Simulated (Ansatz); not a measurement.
**How ZnGeP2 absorbs and reflects light**

What colour and refractive index does ZnGeP2 have at this level of theory? The cell comes from an older database entry, whose edges can differ from later determinations, mostly by under a per cent.

Program: Ansatz 0.2.0. Level of theory: DFT, PBE, plane-wave PAW, default files, scalar-relativistic, independent-particle optical response without local fields. Results are calculated unless marked as measured.

The database entry behind the starting cell differs from later determinations by our own check (c about 0.5 % long), so it need not match the best structure at ambient conditions.

**1. Set-up**

Symmetry: I-42d, No. 122, tetragonal system. Conventional cell: a = 5.460 Å, b = 5.460 Å, c = 10.760 Å, α = 90.00°, β = 90.00°, γ = 90.00°. Nearest to Ge lie 4 P at 2.31 Å. Nearest to Zn lie 4 P at 2.40 Å. Nearest to P lie 2 Ge at 2.31 Å and 2 Zn at 2.40 Å. Farther neighbours are not listed.

**2. Ground state and bands**

The self-consistent density comes first; it also tells whether there is a gap, which decides the occupations and the need for a Drude term.

This step: DFT, PBE, plane-wave PAW, default files, scalar-relativistic, ground state (Ansatz 0.2.0).

The input, input.yaml:

```yaml
crystal:
  lattice:
    - [-2.73, 2.73, 5.38]
    - [2.73, -2.73, 5.38]
    - [2.73, 2.73, -5.38]
  atoms:
    - { symbol: Ge, position: [0.25, 0.75, 0.5] }
    - { symbol: Ge, position: [0.5, 0.5, 0.0] }
    - { symbol: Zn, position: [0.75, 0.25, 0.5] }
    - { symbol: Zn, position: [0.0, 0.0, 0.0] }
    - { symbol: P, position: [0.139, 0.625, 0.014] }
    - { symbol: P, position: [0.875, 0.861, 0.486] }
    - { symbol: P, position: [0.611, 0.125, 0.986] }
    - { symbol: P, position: [0.375, 0.389, 0.514] }
kpoints:
  mp_grid: { grid: [6, 6, 6] }
  band_path:
    path:
      - [[0.0, 0.0, 0.0], [0.5, -0.5, 0.0], [0.5, -0.5, 0.12874511], [0.31437256, -0.31437256, 0.31437256], [0.0, 0.0, 0.0], [0.5, 0.5, -0.5], [0.68562744, 0.31437256, -0.31437256], [0.5, 0.0, 0.0], [0.75, -0.25, -0.25], [0.87125489, 0.12874511, -0.5], [0.5, 0.5, -0.5]]
      - [[0.5, -0.5, 0.0], [0.75, -0.25, -0.25]]
    npoints: 5
scf:
  occupations: { method: fermi_dirac, width: 0.05 }
  n_extra_bands: 12
hamiltonian:
  xc: pbe
  pseudopotentials: { kind: paw }
output:
  forces: true
  stress: true
  populations: true
  write_bands: true
  write_density: true
  write_potential: true
  elf: true
  volumetric_format: npy
```

The run is started by

```sh
> ansatz run input.yaml --threads 4 --pin off --max-ram 8192MiB --backend cpu --events-out ev --progress --plain --runs-dir out
```

Numbers of over 12 decimals in the logs are rounded to 6 here.

Output:

```text
scf.n_extra_bands = 12 over 36 filled bands (N_el = 72.0): the run solves 48 bands
Engine: ansatz 0.2.0, aarch64-unknown-linux-gnu
Pseudopotentials: kind: paw
Pseudopotential: Ge, paw, valence charge 14, recommended cutoff 420 eV (normal), Ge.paw.azcp
Pseudopotential: Zn, paw, valence charge 12, recommended cutoff 420 eV (normal), Zn.paw.azcp
Pseudopotential: P, paw, valence charge 5, recommended cutoff 420 eV (normal), P.paw.azcp
Functional definition: PBE
  parameter kappa = 0.804
  parameter beta = 0.066725
  exchange = pbe_x(kappa = kappa, mu = beta*pi^2/3)
  correlation = pbe_c(beta = beta)
Crystal: 8 atoms, lattice volume = 160.386 Å³
Basis set: ecut = 420 eV, 3081 PW (Γ), exchange–correlation on 90×90×90 points (8 copies of the dense FFT grid, shifted against one another)
Bands: 48, of which v1, the nominal top of the filled ones, is band 36 counted from 1 (35 counted from 0)
Symmetry: 8 space group operations
Space group: I-42d (ITA 122), of the structure as read, at distance tolerance 5.4e-5 Å
k-points: 30 of 216 (time reversal used)
Non-local potential: Ge, projectors of the file, l = 0: 2, l = 1: 2, l = 2: 3, l = 3: 1
Non-local potential: Zn, projectors of the file, l = 0: 2, l = 1: 2, l = 2: 3, l = 3: 1
Non-local potential: P, projectors of the file, l = 0: 2, l = 1: 2, l = 2: 2
PAW form: soft (Blöchl's): semilocal exchange-correlation on the pseudo side does not see the compensation charge
PAW one-centre angular grid: Ge, 590 points (default); XC on 64 Gauss nodes
PAW one-centre angular grid: Zn, 590 points (default); XC on 64 Gauss nodes
PAW one-centre angular grid: P, 110 points (default); XC on 64 Gauss nodes
Initial density: superposition of atomic densities (neutral atoms: chi_scale 0, normalization atom), corrected by the library's trained network
Initial wavefunctions: pseudopotential atomic-orbital guess
Functional: x = pbe(κ = 0.804, μ = 0.219515), c = pbe(β = 0.066725)
SCF iter   1: F=—  HF=-18252.493539 eV  |F-HF|=—  |Δ(HF+E_count)|=         —  Δρ=7.49e-4  dr2=6.80e-4  ethr=1.77e-3  ⟨swp⟩=8.5  Hψ=7034  notcnv=0  defer=26
preconditioner: auto → Resta (q_TF=auto, 2.387 Å⁻¹)  ε∞=3.6  [insulator: Δε(μ)=1.384 eV  Ē_g=15.309 eV  σ=0.050 eV  W_gap=1.00  n_scr=36 (ndim 8)  ℏωp=24.9 eV  f_vac=0.006  D(μ)=0.00/eV (n_scr^D=0)  ε∞_Penn≈3.6]
SCF iter   2: F=—  HF=-18252.489704 eV  |F-HF|=—  |Δ(HF+E_count)|=   3.83e-3  Δρ=4.27e-4  dr2=1.61e-4  ethr=9.45e-7  ⟨swp⟩=3.0  Hψ=3116  notcnv=0  defer=81
SCF iter   3: F=—  HF=-18252.489744 eV  |F-HF|=—  |Δ(HF+E_count)|=   3.91e-5  Δρ=2.28e-4  dr2=4.29e-5  ethr=2.23e-7  ⟨swp⟩=2.1  Hψ=2320  notcnv=0  defer=81
SCF iter   4: F=—  HF=-18252.489815 eV  |F-HF|=—  |Δ(HF+E_count)|=   7.17e-5  Δρ=8.09e-5  dr2=5.19e-6  ethr=5.96e-8  ⟨swp⟩=2.0  Hψ=2104  notcnv=0  defer=81
SCF iter   5: F=—  HF=-18252.489814 eV  |F-HF|=—  |Δ(HF+E_count)|=   1.35e-6  Δρ=2.60e-5  dr2=1.18e-6  ethr=7.20e-9  ⟨swp⟩=2.0  Hψ=1976  notcnv=0  defer=81
SCF iter   6: F=—  HF=-18252.489814 eV  |F-HF|=—  |Δ(HF+E_count)|=   1.92e-8  Δρ=1.45e-5  dr2=2.73e-7  ethr=1.64e-9  ⟨swp⟩=2.0  Hψ=1994  notcnv=0  defer=81
SCF iter   7: F=-18252.489814 eV  HF=-18252.489814 eV  |F-HF|=9.56e-9  |Δ(HF+E_count)|=   2.58e-7  Δρ=1.81e-6  dr2=6.98e-9  ethr=1.39e-10  ⟨swp⟩=16.3  Hψ=10755  notcnv=0
SCF 1 converged in 7 iterations: F = -18252.489814 eV  dr2 = 6.98e-9
  greatest PAW one-centre occupation: 0.998 electrons in one spin orbital (limit 2), on the Ge atom at site 0 (counted from 0), in its partial waves of l = 2
NSCF: frozen V_eff on 57 k-points
SCF converged after 7 iterations
Free energy (F): -18252.489814 eV
Harris-Foulkes:  -18252.489814 eV  (|F-HF|=9.56e-9)
Internal energy: -18252.489814 eV  (E = F + TS)
E sigma→0 (E₀):  -18252.489814 eV
Entropy (-TS):   -0.000000 eV (-0.000 meV/atom)
Fermi energy:    7.904944 eV
--- Per-component energies (eV) ---
  E_band       = -279.621737
  E_kinetic    = 766.547896
  E_local      = -9283.635003  (includes V_loc(G=0)·N_el)
  E_nonlocal   = 2197.907032
  E_hartree    = 3980.844073
  E_xc         = -672.700806
  E_vxc        = -477.764701  (∫ρ·V_xc dr)
  E_paw        = -9969.859411  (= ΣΔE_a)
  E_vpaw       = -1444.368270  (= ΣTr[D̂ρ^β])
  E_aug_tail   = -0.000071  (compensation charges beyond the density's cutoff)
  E_ewald      = -5271.593523
  E_smearing   = -0.000000  (= −TS)
  E_closure    = 0.000000  (closes the sum)
  Σ components = -18252.489814   (vs F -18252.489814, Δ=0.00e0)
--- Forces (eV/Å), atoms counted from 1 ---
  atom   1  Ge     0.00000000     0.00000000    -0.00000000
  atom   2  Ge     0.00000000    -0.00000000    -0.00000000
  atom   3  Zn     0.00000000    -0.00000000     0.00000000
  atom   4  Zn     0.00000000     0.00000000     0.00000000
  atom   5  P     -0.00000000    -0.70837441    -0.00000000
  atom   6  P      0.70837441    -0.00000000    -0.00000000
  atom   7  P     -0.00000000     0.70837441    -0.00000000
  atom   8  P     -0.70837441    -0.00000000     0.00000000
  max |Σ_I F_I| component: 1.11e-16 eV/Å
--- Stress (GPa, compression-positive) ---
        2.457593      -0.000000       0.000000
        0.000000       2.457593       0.000000
        0.000000       0.000000       1.987018
  P = ⅓ Tr σ = 2.3007 GPa (23.007 kbar)
--- Band table (eV; the first three rows and the last of 30) ---
  k-point 0: bands = [... 32 lower, 4.8678, 7.1869, 7.1869, 7.2430, 8.7280, 8.7565, 9.0777, 10.4660, ... 8 higher]
  k-point 1: bands = [... 32 lower, 5.1109, 5.7075, 6.5706, 7.0894, 9.0807, 9.4007, 10.3810, 10.4299, ... 8 higher]
  k-point 2: bands = [... 32 lower, 5.4271, 5.5160, 6.1426, 6.8155, 9.3455, 9.3585, 10.0485, 10.9722, ... 8 higher]
  k-point 29: bands = [... 32 lower, 5.3716, 5.3716, 6.0455, 6.0455, 8.7080, 8.7080, 8.8656, 8.8656, ... 8 higher]
--- Löwdin populations: 8 sites ---
  site symbol       q [e]
     0     Ge     13.7206
     1     Ge     13.7206
     2     Zn     10.7650
     3     Zn     10.7650
     4      P      5.5986
     5      P      5.5986
     6      P      5.5986
     7      P      5.5986
  spilling = 0.008811 (of n_electrons = 72.000000)
```

Elapsed: 15 s, on 4 threads of Arm Neoverse V1, shared host; peak memory 0.71 GiB; 57 s of CPU time.

Read-outs, printed or worked out from the files:

* free energy: -18252.4898 eV
* Fermi energy: 7.905 eV
* gap by band count: 1.385 eV
* electrons: 72
* symmetry operations: 8
* pressure: 2.301 GPa
* volume: 160.4 Å³
* gap on the path: 1.336 eV
* least direct gap on the path: 1.485 eV

There is a gap, 1.34 eV on the path, so no carriers' term is needed. The cell is left with a pressure of 2.3 GPa and forces up to 0.71 eV/Å, as it stands unrelaxed at this level.

The electronic bands at the labelled points (eV, zero at the Fermi level; v1 is the highest filled band, c1 the lowest empty one):

| point | v4 | v3 | v2 | v1 | c1 | c2 | c3 | c4 |
| --- | --- | --- | --- | --- | --- | --- | --- | --- |
| Γ | -3.04 | -0.72 | -0.72 | -0.66 | 0.82 | 0.85 | 1.17 | 2.56 |
| 0.40 of the way | -2.90 | -2.33 | -1.56 | -0.86 | 1.25 | 1.54 | 2.43 | 2.92 |
| X | -1.75 | -1.75 | -1.33 | -1.33 | 0.72 | 0.72 | 2.47 | 2.47 |
| 0.60 of the way | -1.79 | -1.79 | -1.48 | -1.48 | 0.87 | 0.87 | 2.75 | 2.75 |
| Y | -1.85 | -1.85 | -1.66 | -1.66 | 1.09 | 1.09 | 2.91 | 2.91 |
| 0.60 of the way | -2.73 | -2.60 | -1.76 | -1.46 | 1.22 | 1.82 | 2.06 | 2.62 |
| S | -2.90 | -2.68 | -1.76 | -1.39 | 0.88 | 1.95 | 2.04 | 2.47 |
| 0.60 of the way | -2.86 | -2.13 | -1.39 | -1.19 | 1.56 | 1.92 | 2.15 | 2.44 |
| Γ | -3.04 | -0.72 | -0.72 | -0.66 | 0.82 | 0.85 | 1.17 | 2.56 |
| 0.60 of the way | -2.68 | -2.42 | -1.55 | -1.55 | 1.01 | 1.25 | 1.63 | 1.67 |
| Z | -2.53 | -2.53 | -1.86 | -1.86 | 0.80 | 0.80 | 0.96 | 0.96 |
| 0.40 of the way | -2.77 | -2.27 | -2.13 | -1.76 | 0.67 | 1.16 | 1.27 | 1.37 |
| S1 | -2.90 | -2.68 | -1.76 | -1.39 | 0.88 | 1.95 | 2.04 | 2.47 |
| 0.40 of the way | -2.93 | -2.60 | -1.95 | -1.29 | 1.13 | 1.98 | 2.10 | 2.85 |
| N | -2.96 | -2.43 | -2.19 | -1.52 | 1.78 | 1.93 | 2.25 | 3.38 |
| 0.40 of the way | -2.54 | -2.24 | -1.99 | -1.64 | 1.47 | 1.83 | 2.27 | 3.27 |
| P | -1.73 | -1.73 | -1.66 | -1.66 | 1.39 | 1.39 | 2.22 | 2.22 |
| 0.40 of the way | -1.85 | -1.77 | -1.58 | -1.54 | 0.99 | 1.32 | 2.43 | 2.47 |
| Y1 | -1.85 | -1.85 | -1.66 | -1.66 | 1.09 | 1.09 | 2.91 | 2.91 |
| 0.40 of the way | -2.26 | -2.26 | -1.94 | -1.94 | 1.37 | 1.37 | 2.09 | 2.09 |
| Z | -2.53 | -2.53 | -1.86 | -1.86 | 0.80 | 0.80 | 0.96 | 0.96 |
| jump to X | -1.75 | -1.75 | -1.33 | -1.33 | 0.72 | 0.72 | 2.47 | 2.47 |
| 0.40 of the way | -1.75 | -1.75 | -1.46 | -1.46 | 0.94 | 0.94 | 2.42 | 2.42 |
| P | -1.73 | -1.73 | -1.66 | -1.66 | 1.39 | 1.39 | 2.22 | 2.22 |

Valence density in the ac plane of the conventional cell at fractional y = 0.000, with atoms of Ge and Zn within 0.2 Å of it. It is the smooth field of the valence electrons, not physical close to the nuclei.

Ten steps, logarithmic in the rise over the least value, from '_' (0 e/Å³) to '@' (34 e/Å³), each cell a mean:
```
%%++::__________________..--##
--::..____________________..::
______________________________
____________......____________
__________..--++==::..________
__________::**@@%%--..________
__________::++%%##--..________
__________..::--::....________
______________________________
......__________________......
++--..__________________..::==
@@**::..________________..==%%
%%++::..________________..--##
--::....________________....::
........________________......
________..............________
________....--++==::..________
________..::**@@%%==..________
________..::++%%##--..________
__________..::--::....________
____________........__________
....______________________....
++--..__________________..::==
@@**::__________________..==%%
```

Electrostatic potential energy in the ac plane of the conventional cell at fractional y = 0.000, with atoms of Ge and Zn within 0.2 Å of it. With pseudopotentials it is smooth inside the atoms' cores, unlike the true potential.

Values in eV, 24 rows by 15 columns, each cell a mean:
```
-33 -25  -6   7  10  11  11  11  11  11  11   9   2 -17 -31
-14  -6   5   9  10  11  11  11  11  11  10  10   7  -1 -11
  7   8   9  10  10  10  10  10  10  10  10  10   9   8   7
 10  10  10  10   9   8   5   2   3   7   9  10  10  10  10
 11  11  11  10   8   0 -15 -23 -20  -7   6   9  11  11  11
 11  11  11  10   7 -10 -29 -34 -33 -20   2   9  11  11  11
 11  11  11  10   7  -7 -26 -33 -30 -16   3   9  11  11  11
 11  11  10  10   9   4  -6 -14 -11   0   7   9  10  10  11
  9   9   9   9   9   9   8   7   7   8   9   9   9   9   9
 -1   2   6   8   9  10  10  10  10  10   9   9   7   4   0
-24 -16  -2   6   9  10  11  11  11  11  10   8   3 -10 -22
-34 -28 -11   5   9  11  11  11  11  11  10   7  -3 -22 -33
-32 -25  -9   5   9  10  11  11  11  11  10   8  -1 -19 -30
-16  -9   2   7   9  10  10  11  11  10   9   8   5  -4 -14
  5   6   7   8   8   9   9   9   9   9   8   8   7   7   5
 10  10   9   8   7   6   2  -1   0   4   7   8   9   9  10
 11  11  10   9   6  -3 -17 -24 -21  -9   3   8  10  10  11
 11  11  11   9   4 -12 -29 -34 -32 -21  -2   8  10  11  11
 11  11  10   9   5 -10 -26 -32 -30 -18   0   8  10  11  11
 11  11  10   9   7   1  -9 -16 -13  -3   5   8  10  11  11
 10  10  10   9   8   7   6   4   5   7   8   9   9  10  10
  2   5   8   9   9  10  10  10  10  10   9   9   9   7   3
-23 -14   1   8  10  11  11  11  11  11  10   9   6  -7 -21
-34 -28  -9   7  10  11  11  11  11  11  11   9   1 -21 -33
```

[end of part 1 of 2]

[Logs are printed without paths, hosts, clocks, repeated set-up lines and the standing remarks that a program may print on its own settings, such as how far it seeks lower states.]

[Hosts, paths, dates, database ids (printed as entryN), source tags and the programs' standing remarks are cut or masked in the printed files.]
